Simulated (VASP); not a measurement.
Crystal: MnO2.

```
Mn O
1.0
     2.85658    0.00000    0.00000
    -1.42829    2.47387    0.00000
     0.00000    0.00000    4.60137
Mn O
1 2
Direct
  0.00000 0.00000 0.50000
  0.66667 0.33333 0.29371
  0.33333 0.66667 0.70629
```

Measurements of this composition are mostly on another form, of space group No. 136.

* Program: VASP 6.6.1
* Task: relaxation of cell and atoms
* Functional: PBE
* Potentials or basis: VASP PAW PBE potentials, release 64 (Mn_pv, O)
* Cutoff: 600 eV
* k mesh: 12 × 12 × 6
* Occupations: gaussian, width 0.03 eV
* Spin: collinear spin, ferromagnetic start
* Starting moments: [4.0, 0.0, 0.0] μB

At the start: pressure 5.4 GPa; volume 10.84 Å³/atom.

Q: How do energy, volume and symmetry change on relaxing?

A: Over 18 steps the energy falls by 10.2 meV/atom and the volume is 12.09 Å³/atom (+11.6 %); space group P-3m1 (No. 164, to 0.05 Å); moment 3.00 μB per cell.

The path:
```csv
step,energy change (eV),largest force (eV/Å),pressure (GPa),volume (Å³)
1,0.0000,0.3051,5.35,32.52
2,0.0118,0.6423,-6.01,34.25
3,-0.0141,0.1199,0.26,33.24
4,-0.0141,0.1125,0.42,33.22
5,-0.0155,0.0871,0.26,33.36
6,-0.0182,0.0145,0.00,33.79
7,-0.0174,0.1344,-0.44,34.66
8,-0.0188,0.0523,-0.15,34.16
9,-0.0197,0.0544,-0.11,34.24
10,-0.0220,0.0599,0.02,34.47
11,-0.0257,0.0720,0.41,34.93
12,-0.0290,0.1088,1.28,35.83
13,-0.0304,0.0693,-0.40,36.41
14,-0.0305,0.0335,-0.07,36.29
15,-0.0305,0.0359,-0.14,36.30
16,-0.0305,0.0050,0.20,36.27
17,-0.0305,0.0117,0.08,36.27
18,-0.0305,0.0097,0.12,36.27
```

Final structure:
```cif
data_structure
_symmetry_space_group_name_H-M 'P 1'
_symmetry_Int_Tables_number 1
_cell_length_a 2.8803
_cell_length_b 2.8803
_cell_length_c 5.0485
_cell_angle_alpha 90.000
_cell_angle_beta 90.000
_cell_angle_gamma 120.000
_cell_volume 36.27
loop_
_atom_site_label
_atom_site_type_symbol
_atom_site_fract_x
_atom_site_fract_y
_atom_site_fract_z
_atom_site_occupancy
Mn1 Mn 0.00000 0.00000 0.50000 1
O1 O 0.66667 0.33333 0.31025 1
O2 O 0.33333 0.66667 0.68975 1
```

Caveat: a cell with one magnetic atom can't hold antiferromagnetic order, which such compounds often take.
